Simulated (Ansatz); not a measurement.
# InSe (rock salt): the cost of one run

Method: DFT PBE, scalar-relativistic, plane waves, PAW, in Ansatz 0.2.0.

## Step 1: Starting point

The structure is cubic, space group Fm-3m (No. 225). The conventional cell has a = 5.867 Å, b = 5.867 Å, c = 5.867 Å, α = 90.00°, β = 90.00°, γ = 90.00°. In (site symmetry m-3m) is surrounded by 6 Se at 2.93 Å. Around Se (site symmetry m-3m) lie 6 In at 2.93 Å.

Coordinates:

```
In Se
1.0
     0.00000    2.93353    2.93353
     2.93353    0.00000    2.93353
     2.93353    2.93353    0.00000
In Se
1 1
Direct
  0.00000 0.00000 0.00000
  0.50000 0.50000 0.50000
```

## Step 2: Volume × 1.15

The input, input.yaml:

```yaml
crystal:
  lattice:
    - [0.0, 2.9335307489, 2.9335307489]
    - [2.9335307489, 0.0, 2.9335307489]
    - [2.9335307489, 2.9335307489, 0.0]
  atoms:
    - { symbol: In, position: [0.0, 0.0, 0.0] }
    - { symbol: Se, position: [0.5, 0.5, 0.5] }
scf:
  occupations: { method: gaussian, width: 0.1 }
output:
  forces: true
  stress: true
  eigenvalues: true
  write_density: true
  write_potential: true
  elf: true
  volumetric_format: npy
hamiltonian:
  xc: pbe
basis:
  ecutwfc: 450
kpoints:
  mp_grid: { grid: [20, 20, 20] }
```

The run is started by

```console
$ ansatz run input.yaml --threads 1 --pin off --max-ram 2867MiB --backend cpu --events-out ev --progress --plain --runs-dir out
```

Q: Estimate wall time and peak memory on 1 thread of Intel Xeon at 2.30GHz, shared host.

About 14 s, with a peak of 0.55 GiB.
